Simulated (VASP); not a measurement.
Input of a VASP 6.6.1 run:

File INCAR:

```
SYSTEM = Rh
ALGO     = Normal         ! electronic algorithm
EDIFF    = 1E-7           ! SCF threshold, eV
ENCUT    = 520            ! plane-wave cutoff, eV
GGA      = PS             ! functional
ISIF     = 2              ! what is computed and relaxed
ISMEAR   = -1             ! smearing method
LASPH    = .TRUE.         ! aspherical terms in the spheres
LCHARG   = .FALSE.        ! write CHGCAR
LREAL    = .FALSE.        ! projectors in reciprocal space
LWAVE    = .FALSE.        ! write WAVECAR
NBANDS   = 22             ! bands
NELM     = 80             ! most SCF steps
PREC     = Accurate       ! precision mode
SIGMA    = 0.05           ! smearing width, eV
```

The input KPOINTS:

```
k-points
0
G
  11 11 6
  0 0 0
```

The input POSCAR:

```
Rh
1.0
    2.7309790422      0.0000000000      0.0000000000
   -1.3654895211      2.3650972278      0.0000000000
    0.0000000000      0.0000000000      4.4284890000
Rh
2
Direct
    0.3333333333      0.6666666667      0.2500000000
    0.6666666667      0.3333333333      0.7500000000
```

Potentials or basis: VASP PAW PBE potentials, release 64 (Rh_pv).

Command:

```console
$ cat potpaw_PBE.64/Rh_pv/POTCAR > POTCAR
$ mpirun -np 1 vasp_std > vasp.out
```

Question: Estimate the pressure.

Answer: -13.7 GPa.

Question: Estimate the band gap on the k mesh.

Answer: None (metal or under the smearing width).

Stress tensor (GPa, compression positive):
```
-13.27   0.00   0.00
  0.00 -13.27   0.00
  0.00   0.00 -14.65
```

Caveat: the PAW data sets were made with another functional, which shifts forces and pressure a little.
